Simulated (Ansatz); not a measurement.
# BN: stress in a strained cell

Aim: deform BN (zz strain of -2 %) and compute stress, forces and field gradients with LAPW, PAW and all-electron datasets made for the crystal.

Method: DFT PBEsol, scalar-relativistic, in Ansatz 0.2.0.

2 further runs of the same task are left out: 2 set aside as unsound or not needed.

## 1. The system as given

It takes space group F-43m (No. 216, cubic). Conventional cell: a = 3.615 Å, b = 3.615 Å, c = 3.615 Å, α = 90.00°, β = 90.00°, γ = 90.00°. Around B (site symmetry -43m) lie 4 N at 1.57 Å. Around N (site symmetry -43m) lie 4 B at 1.57 Å.

Coordinates:

```cif
data_structure
_symmetry_space_group_name_H-M 'F-43m'
_symmetry_Int_Tables_number 216
_cell_length_a 3.6150
_cell_length_b 3.6150
_cell_length_c 3.6150
_cell_angle_alpha 90.000
_cell_angle_beta 90.000
_cell_angle_gamma 90.000
_cell_volume 47.24
loop_
_atom_site_label
_atom_site_type_symbol
_atom_site_symmetry_multiplicity
_atom_site_Wyckoff_symbol
_atom_site_fract_x
_atom_site_fract_y
_atom_site_fract_z
_atom_site_occupancy
B1 B 4 a 0.00000 0.00000 0.00000 1
N1 N 4 c 0.25000 0.25000 0.25000 1
```

The file gives the conventional cell by its symmetry; the runs use the cell typed in the input.

Atoms are numbered in the order of the input: B1, N2.

## 2. After the deformation

Space group F-43m before, I-4m2 after.

## 3. LAPW, all electrons

File input.yaml:

```yaml
crystal:
  lattice:
    - [0.0, 1.8075, 1.77135]
    - [1.8075, 0.0, 1.77135]
    - [1.8075, 1.8075, 0.0]
  atoms:
    - { symbol: B, position: [0.0, 0.0, 0.0] }
    - { symbol: "N", position: [0.75, 0.75, 0.75] }
kpoints:
  mp_grid: { grid: [13, 13, 13] }
  band_path:
    path:
      - [0.0, 0.0, 0.0]
      - [0.0, 0.5, 0.5]
      - [0.25, 0.75, 0.5]
      - [0.0, 0.5, 0.0]
      - [0.0, 0.0, 0.0]
      - [0.5, 0.5, 0.0]
      - [0.3801541025, 0.6198458975, 0.0]
      - [-0.3801541025, 0.3801541025, 0.0]
      - [0.0, 0.0, 0.0]
    npoints: 5
scf:
  occupations: { method: fermi_dirac, width: 0.03 }
hamiltonian:
  xc: pbesol
  pseudopotentials: { kind: all_electron, lapw: { basis_error: 0.001 } }
output:
  forces: true
  stress: true
  eigenvalues: true
```

Command:

```
ansatz run input.yaml --threads 1 --pin off --max-ram 3072MiB --backend cpu --events-out ev --progress --plain --runs-dir out
```

## 4. Frozen-core PAW

File input.yaml:

```yaml
crystal:
  lattice:
    - [0.0, 1.8075, 1.77135]
    - [1.8075, 0.0, 1.77135]
    - [1.8075, 1.8075, 0.0]
  atoms:
    - { symbol: B, position: [0.0, 0.0, 0.0] }
    - { symbol: "N", position: [0.75, 0.75, 0.75] }
kpoints:
  mp_grid: { grid: [13, 13, 13] }
scf:
  occupations: { method: fermi_dirac, width: 0.03 }
hamiltonian:
  xc: pbesol
  pseudopotentials: { kind: paw }
output:
  forces: true
  stress: true
  eigenvalues: true
  efg: { contact_densities: true }
  write_density: true
  write_potential: true
  elf: true
  volumetric_format: npy
```

## 5. All-electron PAW on datasets made for the crystal

Edit input.yaml of step 4 so:

```diff
@@ -14,3 +14,3 @@
   xc: pbesol
-  pseudopotentials: { kind: paw }
+  pseudopotentials: { kind: all_electron, datasets: crystal }
 output:
@@ -20,5 +20 @@
   efg: { contact_densities: true }
-  write_density: true
-  write_potential: true
-  elf: true
-  volumetric_format: npy
```

(Steps that only read results are left out.)

Q: Predict the outcome of this session. Wanted: pressure; largest shear or deviatoric stress.

As calculated:

```
                                 quantity                                           value
                                 pressure  LAPW 4.93, PAW 4.90, crystal datasets 4.93 GPa
largest shear or deviatoric stress (LAPW)                                        8.09 GPa
```

In words: Against the undeformed cell the largest change of stress is +15.94 GPa, in the zz component, with the atoms carried along and not relaxed. PAW: stress within 0.04 GPa of LAPW. Crystal datasets: stress within 0.01 GPa of LAPW.
